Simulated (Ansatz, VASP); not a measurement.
**KI: VASP beside Ansatz**

```xyz
2
Lattice="0.0000 3.5937 3.5937 3.5937 0.0000 3.5937 3.5937 3.5937 0.0000" Properties=species:S:1:pos:R:3 pbc="T T T"
K     0.0000    0.0000    0.0000
I     3.5937    3.5937    3.5937
```

Change from the starting cell: volume scaled by 1.06.

Alike in both runs: task single point; functional PBEsol; k mesh 8 × 8 × 8; occupations fermi-dirac, width 0.01 eV; no spin polarisation.

```csv
,VASP,Ansatz
version,VASP 6.6.1,Ansatz 0.2.0
potentials or method,"VASP PAW PBE potentials, release 64 (K_sv, I), cutoff 520 eV","all-electron LAPW, scalar-relativistic"
```

Ansatz gave:

```
gap on the k mesh at the Fermi level (eV) : 3.71
pressure (GPa)                            : -0.8
```

Problem. What did VASP give for the same quantities?

Solution. gap on the k mesh at the Fermi level (eV): 3.71; pressure (GPa): -0.7.

Ansatz ran all-electron here, so the differences hold the error of VASP's frozen core and of both bases.

Caveats: the PAW data sets were made with another functional, which shifts forces and pressure a little (VASP); spin-orbit coupling is left out, which moves the levels of the heavy elements. A k mesh can miss the band edges.
